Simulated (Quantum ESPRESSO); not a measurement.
# Pt under changes of volume

One of the cells (15.080 Å³/atom); the others are scaled copies at fixed shape and fractional positions:

```
Pt
1.0
     0.00000    1.96090    1.96090
     1.96090    0.00000    1.96090
     1.96090    1.96090    0.00000
Pt
1
Direct
  0.00000 0.00000 0.00000
```

```yaml
Program: Quantum ESPRESSO 7.5
Functional: LDA
Potentials_or_basis: PseudoDojo 0.4.1 SR LDA standard
Cutoff: 1034 eV
Density_cutoff: 4136 eV
k_mesh: 12 × 12 × 12
Occupations: fermi-dirac, width 0.05 eV
Spin: no spin polarisation
```

```csv
volume (Å³/atom),energy over the lowest point (meV/atom),pressure (GPa)
14.175,22.05,12.4
14.477,4.44,5.0
14.778,0.00,-1.6
15.080,7.23,-7.4
15.381,?,?
15.683,51.15,-16.9
15.985,85.50,-20.8
```

Problem. What does the run at 15.381 Å³/atom give?

Solution. Energy over the lowest point 24.69 meV/atom; pressure -12.5 GPa.

Worked out: A Birch-Murnaghan fit of order 3 (a polynomial in V^(-2/3)) to the other rows has its minimum at 14.74 Å³/atom with B0 = V·E''(V) = 307 GPa and B' = 5.3. It gives 24.66 meV/atom at 15.381 Å³/atom, against the run's 24.69, and -dE/dV = -11.8 GPa, against -12.5.

Energies are extrapolated to zero smearing.
